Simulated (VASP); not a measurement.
# NaCl (Pm-3m) in VASP: a series of runs, part 2 of 2

VASP 6.6.1.

**3. Band structure, PBEsol**

POSCAR reads:

```
NaCl
1.0
    3.5021900000      0.0000000000      0.0000000000
    0.0000000000      3.5021900000      0.0000000000
    0.0000000000      0.0000000000      3.5021900000
Cl Na
1 1
Direct
    0.5000000000      0.5000000000      0.5000000000
    0.0000000000      0.0000000000      0.0000000000
```

INCAR.step1 reads:

```
ALGO     = Normal         # electronic algorithm
EDIFF    = 1E-6           # SCF threshold, eV
ENCUT    = 520            # plane-wave cutoff, eV
GGA      = PS             # functional
ISIF     = 2              # what is computed and relaxed
ISMEAR   = 0              # smearing method
LASPH    = T              # aspherical terms in the spheres
LCHARG   = T              # write CHGCAR
LREAL    = F              # projectors in reciprocal space
LWAVE    = F              # write WAVECAR
NBANDS   = 14             # bands
NELM     = 100            # most SCF steps
PREC     = Accurate       # precision mode
SIGMA    = 0.02           # smearing width, eV
```

KPOINTS.step1 reads:

```
k-points
0
Gamma
  8 8 8
```

INCAR.step2 reads:

```
ALGO     = Normal         # electronic algorithm
EDIFF    = 1E-6           # SCF threshold, eV
ENCUT    = 520            # plane-wave cutoff, eV
GGA      = PS             # functional
ICHARG   = 11             # starting density
ISIF     = 2              # what is computed and relaxed
ISMEAR   = 0              # smearing method
LASPH    = T              # aspherical terms in the spheres
LCHARG   = F              # write CHGCAR
LREAL    = F              # projectors in reciprocal space
LWAVE    = F              # write WAVECAR
NBANDS   = 14             # bands
NELM     = 100            # most SCF steps
PREC     = Accurate       # precision mode
SIGMA    = 0.05           # smearing width, eV
```

KPOINTS.step2 reads:

```
path GXMGRX,MR
10
line-mode
reciprocal
 0.0000000000  0.0000000000  0.0000000000  G
 0.0000000000  0.5000000000  0.0000000000  X

 0.0000000000  0.5000000000  0.0000000000  X
 0.5000000000  0.5000000000  0.0000000000  M

 0.5000000000  0.5000000000  0.0000000000  M
 0.0000000000  0.0000000000  0.0000000000  G

 0.0000000000  0.0000000000  0.0000000000  G
 0.5000000000  0.5000000000  0.5000000000  R

 0.5000000000  0.5000000000  0.5000000000  R
 0.0000000000  0.5000000000  0.0000000000  X

 0.5000000000  0.5000000000  0.0000000000  M
 0.5000000000  0.5000000000  0.5000000000  R
```

Potentials or basis: VASP PAW PBE potentials, release 64 (Cl, Na_pv).

Run with:

```
> cat potpaw_PBE.64/Cl/POTCAR potpaw_PBE.64/Na_pv/POTCAR > POTCAR
> cp INCAR.step1 INCAR
> cp KPOINTS.step1 KPOINTS
> mpirun -np 1 vasp_std > vasp.out
> cp INCAR.step2 INCAR
> cp KPOINTS.step2 KPOINTS
> mpirun -np 1 vasp_std > vasp.out
```

OUTCAR:

```text
EDIFF = 1E-6
   ENCUT = 520
   GGA = PS
   ICHARG = 11
   ISIF = 2
   ISMEAR = 0
   LASPH = T
   LREAL = F
   NELM = 100
   PREC = Accurate

 ion  position               nearest neighbor table
   1  0.500  0.500  0.500-
   2  0.000  0.000  0.000-

  LATTYP: Found a simple cubic cell.
 ALAT       =     3.5021900000

  Lattice vectors:

 A1 = (   3.5021900000,   0.0000000000,   0.0000000000)
 A2 = (   0.0000000000,   3.5021900000,   0.0000000000)
 A3 = (   0.0000000000,   0.0000000000,   3.5021900000)

Analysis of symmetry for initial positions (statically):
=====================================================================
 Subroutine PRICEL returns:
 Original cell was already a primitive cell.

 Routine SETGRP: Setting up the symmetry group for a
 simple cubic supercell.

 Subroutine GETGRP returns: Found 48 space group operations
 (whereof 48 operations were pure point group operations)
 out of a pool of 48 trial point group operations.

The static configuration has the point symmetry O_h .

Analysis of symmetry for dynamics (positions and initial velocities):
=====================================================================
 Subroutine PRICEL returns:
 Original cell was already a primitive cell.

 Routine SETGRP: Setting up the symmetry group for a
 simple cubic supercell.

 Subroutine GETGRP returns: Found 48 space group operations
 (whereof 48 operations were pure point group operations)
 out of a pool of 48 trial point group operations.

The dynamic configuration has the point symmetry O_h .

 Subroutine INISYM returns: Found 48 space group operations
 (whereof 48 operations are pure point group operations),
 and found     1 'primitive' translations

----------------------------------------------------------------------------------------
[... 109 lines left out ...]
   LHFCALC =     F    Hartree Fock is set to
   AEXX    =    0.0000 exact exchange contribution
   IVDW    =     0    specifies the selected vdW correction
   LEPSILON=     F    determine dielectric tensor
   LRPA    =     F    only Hartree local field effects (RPA)
 non-spin polarized calculation
 Gauss-broadening in eV      SIGMA  =   0.05
  energy-cutoff  :      520.00
  volume of cell :       42.96
 maximum number of plane-waves:      1189
 NGX is ok and might be reduce to    28

 number of electron      13.9999982 magnetization

 Free energy of the ion-electron system (eV)
  ---------------------------------------------------
  ext. energy  EPLUGINS =         0.00000000
  ---------------------------------------------------
  free energy    TOTEN  =        -6.33448982 eV

  energy without entropy =       -6.33448982  energy(sigma->0) =       -6.33448982

 E-fermi :   0.6107     XC(G=0):  -8.5857

 val. band max:        0.3709422352   @ k =   0.5000   0.5000   0.0000
 cond. band min:       4.2071839011   @ k =   0.0000   0.0000   0.0000
 fundamental gap:      3.8362416660
 Fermi energy:         0.6106778890

 k-point     1 :       0.0000    0.0000    0.0000
  band No.  band energies     occupation
      1     -21.5124      2.00000
      2     -21.5124      2.00000
      3     -21.5124      2.00000
      4     -12.9996      2.00000
      5      -0.1294      2.00000
      6      -0.1294      2.00000
      7      -0.1294      2.00000
      8       4.2072      0.00000
      9       8.7810      0.00000
     10       8.7810      0.00000
     11      15.9537      0.00000
     12      15.9537      0.00000
     13      15.9548      0.00000
     14      16.2822      0.00000
[... 377 lines left out ...]
      1     -21.5393      2.00000
      2     -21.5372      2.00000
      3     -21.5070      2.00000
      4     -12.5128      2.00000
      5      -1.7923      2.00000
      6      -1.5707      2.00000
      7       0.2361      2.00000
      8       6.8775      0.00000
      9       8.6755      0.00000
     10      10.9791      0.00000
     11      12.1829      0.00000
     12      13.0702      0.00000
     13      13.4685      0.00000
     14      16.1560      0.00000

 [... further k-points ...]

------------------------ aborting loop because EDIFF is reached ----------------------------------------

  FORCE on cell =-STRESS in cart. coord.  units (eV):
  Direction    XX          YY          ZZ          XY          YZ          ZX
  --------------------------------------------------------------------------------------
  -------------------------------------------------------------------------------------
  Total        1.1450494      1.1450494      1.1450494      0.0000000      0.0000000     -0.0000000
  in kB       42.7086338     42.7086338     42.7086338      0.0000000      0.0000000     -0.0000000
  external PRESSURE =      42.7086338 kB  Pullay stress =       0.0000000 kB

 VOLUME and BASIS-vectors are now :
 -----------------------------------------------------------------------------
  energy-cutoff  :      520.00
  volume of cell :       42.96
      direct lattice vectors                 reciprocal lattice vectors
     3.502190000  0.000000000  0.000000000     0.285535622  0.000000000  0.000000000
     0.000000000  3.502190000  0.000000000     0.000000000  0.285535622  0.000000000
     0.000000000  0.000000000  3.502190000     0.000000000  0.000000000  0.285535622

 POSITION                                       TOTAL-FORCE (eV/Angst)
 -----------------------------------------------------------------------------------
      1.75110      1.75110      1.75110         0.000000      0.000000      0.000000
      0.00000      0.00000      0.00000         0.000000      0.000000      0.000000
 -----------------------------------------------------------------------------------
    total drift:                               -0.000000      0.000000      0.000000

  FREE ENERGIE OF THE ION-ELECTRON SYSTEM (eV)
  ---------------------------------------------------
  free  energy   TOTEN  =        -6.3344898228 eV

  energy  without entropy=       -6.3344898228  energy(sigma->0) =       -6.33448982
```

OSZICAR.step1:

```text
N       E                     dE             d eps       ncg     rms          rms(c)
DAV:   1     0.102037942724E+03    0.10204E+03   -0.71324E+03   980   0.104E+03
DAV:   2     0.193157856450E+01   -0.10011E+03   -0.90332E+02  1070   0.268E+02
DAV:   3    -0.678684498999E+01   -0.87184E+01   -0.86464E+01  1226   0.747E+01
DAV:   4    -0.693540774645E+01   -0.14856E+00   -0.14851E+00  1118   0.102E+01
DAV:   5    -0.693830642843E+01   -0.28987E-02   -0.28986E-02  1292   0.148E+00    0.214E+00
DAV:   6    -0.675003121732E+01    0.18828E+00   -0.25052E-01  1260   0.360E+00    0.144E+00
DAV:   7    -0.672408290813E+01    0.25948E-01   -0.71654E-02  1380   0.182E+00    0.965E-01
DAV:   8    -0.672311269795E+01    0.97021E-03   -0.91200E-03  1058   0.889E-01    0.380E-01
DAV:   9    -0.672290270570E+01    0.20999E-03   -0.39479E-04  1232   0.145E-01    0.206E-01
DAV:  10    -0.672291527997E+01   -0.12574E-04   -0.22442E-04  1106   0.872E-02    0.205E-02
DAV:  11    -0.672291328075E+01    0.19992E-05   -0.10241E-05  1184   0.248E-02    0.600E-03
DAV:  12    -0.672291338697E+01   -0.10622E-06   -0.87483E-07  1082   0.598E-03
   1 F= -.67229134E+01 E0= -.67229134E+01  d E =-.174128E-11
```

Run time: 32 s. Hardware: 1 thread of Intel Xeon Platinum 8488C (Sapphire Rapids), shared host; peak memory 0.16 GiB.

What came out:

```yaml
Band_gap_on_the_k_mesh: 3.84 eV, indirect (least direct gap 4.34 eV)
Band_gap_along_the_path: 3.84 eV, indirect (least direct gap 4.34 eV)
```

Levels at the corners of the path, in eV from the valence-band top:
```
point  band 5  band 6  band 7  band 8  band 9  band 10
    Γ   -0.50   -0.50   -0.50    3.84    8.41     8.41
    X   -3.00   -0.26   -0.26    6.74    8.49    10.38
    X   -3.00   -0.26   -0.26    6.74    8.49    10.38
    M   -2.31   -2.31    0.00    5.43    9.73    10.87
    M   -2.31   -2.31    0.00    5.43    9.73    10.87
    Γ   -0.50   -0.50   -0.50    3.84    8.41     8.41
    Γ   -0.50   -0.50   -0.50    3.84    8.41     8.41
    R   -1.88   -1.88   -1.88    6.97    6.97     6.97
    R   -1.88   -1.88   -1.88    6.97    6.97     6.97
    X   -3.00   -0.26   -0.26    6.74    8.49    10.38
    M   -2.31   -2.31    0.00    5.43    9.73    10.87
    R   -1.88   -1.88   -1.88    6.97    6.97     6.97
```

Caveat: the log is that of the step along the path at fixed density, whose energy, stress, charges and moments have no meaning; the PAW data sets were made with another functional, which shifts forces and pressure a little.
